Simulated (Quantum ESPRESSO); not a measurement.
MgTe:

```xyz
2
Lattice="0.0000 3.2320 3.2320 3.2320 0.0000 3.2320 3.2320 3.2320 0.0000" Properties=species:S:1:pos:R:3 pbc="T T T"
Te    1.6160    1.6160    1.6160
Mg    0.0000    0.0000    0.0000
```

The cell comes from a database or a generator and needn't be the stable form of this composition.

```yaml
Program: Quantum ESPRESSO 7.5
Task: phonons
Functional: LDA
Potentials_or_basis: GBRV 1.5 LDA
Cutoff: 544 eV
Density_cutoff: 4408 eV
k_mesh: 4 × 4 × 4, shifted
Occupations: fermi-dirac, width 0.05 eV
Spin: no spin polarisation
Form_of_the_LDA_correlation: PZ81
Most_SCF_iterations: 120
SCF_threshold: 4e-10 Ry
Mixing_beta: 0.1
Mixing_ndim: 4
```

The cell and the atoms were relaxed first, to 32.31 Å³/atom (a = 4.504 Å, b = 4.504 Å, c = 4.504 Å, α = 60.00°, β = 60.00°, γ = 60.00°), and the response was taken there.

The first run showed a gap, so the response started from a second, tighter run with fixed occupations.

At Γ the optical frequencies without the macroscopic field are 247 247 247 cm⁻¹, at a pressure of 0.0 GPa.

How do the modes respond when the cell is scaled evenly, at fixed shape?

The highest of these modes has a Grüneisen parameter of 1.50 and moves by +9.5 cm⁻¹ per GPa. None of the listed modes softens on compression. The pressures give a bulk modulus of about 39 GPa.

Frequencies at 99 % and 101 % of the volume (pressures 0.4 and -0.4 GPa), ions relaxed:
```csv
mode,99 % (cm⁻¹),101 % (cm⁻¹),Grüneisen parameter
4,250.7,243.3,1.50
5,250.7,243.3,1.50
6,250.7,243.3,1.50
```

Modes are matched by their order; those that don't vary smoothly over the three volumes are left out.
